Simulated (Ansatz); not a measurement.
Runs of Ansatz 0.2.0 on Sb. The structure is hexagonal, space group P6_3/mmc (No. 194). Conventional cell: a = 3.355 Å, b = 3.355 Å, c = 5.470 Å, α = 90.00°, β = 90.00°, γ = 120.00°. Sb (site symmetry -6m2) is surrounded by 12 Sb at 3.35 Å. This isn't the form of Sb at room conditions, which is rhombohedral.

```tsv
task	level	cell	k mesh	q mesh	points for each segment of the path	atoms under strain	gap on the mesh (eV)	pressure (GPa)	relaxed volume (Å³/atom)
relaxation of cell and atoms	BLYP+D4	relaxed	9 × 9 × 5	-	-	-	none	0.0	(a)
density of states	PBEsol	as given	8 × 8 × 4	-	-	-	none	-1.2	-
relaxation of cell and atoms	BLYP+D3(BJ)	relaxed	9 × 9 × 5	-	-	-	none	0.0	26.78
phonons	PBEsol	as given	8 × 8 × 4	2 × 2 × 2	8	-	none	-	-
elastic constants	PBEsol	as given	8 × 8 × 4	-	-	relaxed	none	-1.2	-
```

Alike in all rows: potentials or basis Ansatz PAW; no spin polarisation; cutoff (eV) 420; smearing fermi-dirac 0.05 eV.

Task: Estimate the missing entries.

Result: (a) 27.33.

Caveats: the PAW data sets come from PBE, with cores solved anew for the run's functional, which leaves a small shift of forces and pressure; the plane-wave basis is chosen anew once the cell has moved, so the energies of steps on either side of that aren't comparable (some runs); pairwise dispersion overbinds metals, which lowers pressure and volume (some runs); some modes are imaginary (some runs); the elastic tensor has a negative eigenvalue, so either the cell is unstable as it stands or the mesh is too thin (some runs).

A k mesh can miss the band edges, and the runs leave out spin-orbit coupling on Sb.

A gap of «none» marks a metal or a gap under the smearing width.

Runs at the PBE level aren't shown here.
